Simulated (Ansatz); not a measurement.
# GaSb: relaxed-ion elastic tensor

All numbers below come from DFT PBE, scalar-relativistic, plane waves, PAW in Ansatz. Plane waves to 420 eV; Γ-centred k mesh 16×16×16; Fermi-Dirac smearing of 0.15 eV. No spin polarisation.

Equilibrium structure at this level:
```xyz
2
Lattice="0.0000 3.1077 3.1077 3.1077 0.0000 3.1077 3.1077 3.1077 0.0000" Properties=species:S:1:pos:R:3 pbc="T T T"
Ga    0.0000    0.0000    0.0000
Sb    1.5538    1.5538    1.5538
```

It was relaxed at this level from a cell as deposited in COD. In a metal, frequencies and elastic constants depend on the k mesh and the smearing, soft modes and shear constants most. Spin–orbit coupling is left out, which matters for heavy elements.

(1) Give the relaxed-ion elastic constants (GPa, Voigt order xx yy zz yz xz xy, on the Cartesian axes of the cell above).

(2) Is the crystal stable against homogeneous strain?

(3) And the moduli of a polycrystal (Hill averages)?

Results:

(1)
C11 = 71.5, C12 = 30.7, C13 = 30.7, C22 = 71.5, C23 = 30.7, C33 = 71.5, C44 = 35.1, C55 = 35.1, C66 = 35.1 GPa; the others vanish.

(2) Yes: the least eigenvalue of the tensor is 35.1 GPa.

(3) B = 44 GPa, G = 28 GPa, E = 70 GPa, ν = 0.24.
